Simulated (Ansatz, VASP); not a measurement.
## Two plane-wave programs on Mg

INCAR

```
PREC = Accurate
ENCUT = 600
EDIFF = 1E-7
ISMEAR = 0
SIGMA = 0.1
LREAL = False
LASPH = True
NELM = 100
ALGO = Normal
ISIF = 3
LWAVE = False
LCHARG = False
IBRION = 2
NSW = 100
EDIFFG = -0.002
```

Contents of KPOINTS:

```
regular mesh
0
Gamma
  15 15 8
```

File POSCAR:

```
Mg
1.0
    3.1800000000      0.0000000000      0.0000000000
   -1.5900000000      2.7539608000      0.0000000000
    0.0000000000      0.0000000000      5.1600000000
Mg
2
Direct
    0.3333333000      0.6666667000      0.2500000000
    0.6666667000      0.3333333000      0.7500000000
```

Input for Ansatz:

```yaml
crystal:
  lattice:
    - [3.18, 0.0, 0.0]
    - [-1.59, 2.7539608, 0.0]
    - [0.0, 0.0, 5.16]
  atoms:
    - { symbol: Mg, position: [0.3333333, 0.6666667, 0.25] }
    - { symbol: Mg, position: [0.6666667, 0.3333333, 0.75] }
basis:
  ecutwfc: 420
kpoints:
  mp_grid: { grid: [15, 15, 8] }
hamiltonian:
  xc: lda
  pseudopotentials: { kind: paw, azcp: { folder: soft_1 } }
scf:
  occupations: { method: gaussian, width: 0.1 }
output:
  forces: true
  stress: true
  eigenvalues: true
  write_density: true
  write_potential: true
  elf: true
  volumetric_format: npy
relax:
  adjacent_minimum: "off"
  f_tol: 0.002
  max_steps: 80
  cell: { stress_tol: 0.02 }
```

The cell was built by a generator and needn't be a form met in nature.

Alike in both runs: task relaxation of cell and atoms; functional LDA; k mesh 15 × 15 × 8; occupations gaussian, width 0.1 eV; no spin polarisation.

|  | VASP | Ansatz |
| --- | --- | --- |
| version | VASP 6.6.1 | Ansatz 0.2.0 |
| potentials or method | VASP PAW LDA potentials, release 64 (Mg) | scalar-relativistic, plane waves, PAW |
| plane-wave cutoff (eV) | 600 | 420 |
| valence electrons in the cell | 4 | 20 |

Ansatz gave:

```
gap on the k mesh at the Fermi level, each at its own relaxed structure (eV) : none
relaxed volume (Å³/atom)                                                     : 21.60
relaxed cell length with the largest relative difference (Å)                 : 5.039
energy change over the relaxation (meV/atom)                                 : -6
```

Q: Which values does VASP return?

A: gap on the k mesh at the Fermi level, each at its own relaxed structure (eV): none; relaxed volume (Å³/atom): 21.43; relaxed cell length with the largest relative difference (Å): 5.025; energy change over the relaxation (meV/atom): -8.

A gap of «none» marks a metal or a gap that the smearing closes. The two sets of potentials don't hold the same shells in valence. Ansatz warned: «pseudo_functional_mismatch».
